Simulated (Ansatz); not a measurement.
## Sc: relaxation of cell and atoms

All numbers below come from DFT, PBE, PAW with Ansatz's default frozen-core files, scalar-relativistic (Ansatz 0.2.0).

Command: `ansatz run input.yaml --threads 1 --pin off --max-ram 2048MiB --backend cpu --events-out ev --progress --plain --runs-dir out` The run took 9.3 s on 1 thread of Arm Neoverse V2, on a shared host, peak memory 0.35 GiB.

```yaml
crystal:
  lattice:
    - [0.0, 3.2195088072, 3.2195088072]
    - [3.2195088072, 0.0, 3.2195088072]
    - [3.2195088072, 3.2195088072, 0.0]
  atoms:
    - { symbol: Sc, position: [0.0, 0.0, 0.0] }
    - { symbol: Sc, position: [0.25, 0.25, 0.25] }
kpoints:
  mp_grid: { grid: [10, 10, 10] }
scf:
  occupations: { method: fermi_dirac, width: 0.03 }
hamiltonian:
  xc: pbe
  pseudopotentials: { kind: paw }
output:
  forces: true
  stress: true
  write_density: true
  write_potential: true
  elf: true
  volumetric_format: npy
relax:
  f_tol: 0.005
  max_steps: 80
  cell: {}
```

The cell is built from the diamond type as a first guess.

The cutoff is 420 eV; energies and pressures of the walk include the program's estimate of the Pulay term.

Each frame lists the cell vectors (Å), then Cartesian positions (Å); symmetry keeps all forces zero. Free energies count from the first step, -4267.6415 eV.

The walk took 4 evaluations in all; steps that aren't listed are left out.

Step 1: E = 0.0 meV, P = 0.11 GPa

```
cell 0.0000 3.2195 3.2195 3.2195 0.0000 3.2195 3.2195 3.2195 0.0000
Sc    0.0000    0.0000    0.0000
Sc    1.6098    1.6098    1.6098
```

Step 2: E = -0.1 meV, P = 0.07 GPa

```
cell 0.0000 3.2238 3.2238 3.2238 0.0000 3.2238 3.2238 3.2238 0.0000
Sc    0.0000    0.0000    0.0000
Sc    1.6119    1.6119    1.6119
```

Problem. How does the relaxation end?

Solution. It converges, with a = 6.459 Å, b = 6.459 Å, c = 6.459 Å, α = 90.00°, β = 90.00°, γ = 90.00° (conventional cell, space group Fd-3m). The last solve (on a basis chosen afresh for the final cell, so its energy is not quite comparable) gives E = -0.2 meV, P = 0.01 GPa:
```
cell 0.0000 3.2297 3.2297 3.2297 0.0000 3.2297 3.2297 3.2297 0.0000
Sc    0.0000    0.0000    0.0000
Sc    1.6149    1.6149    1.6149
```
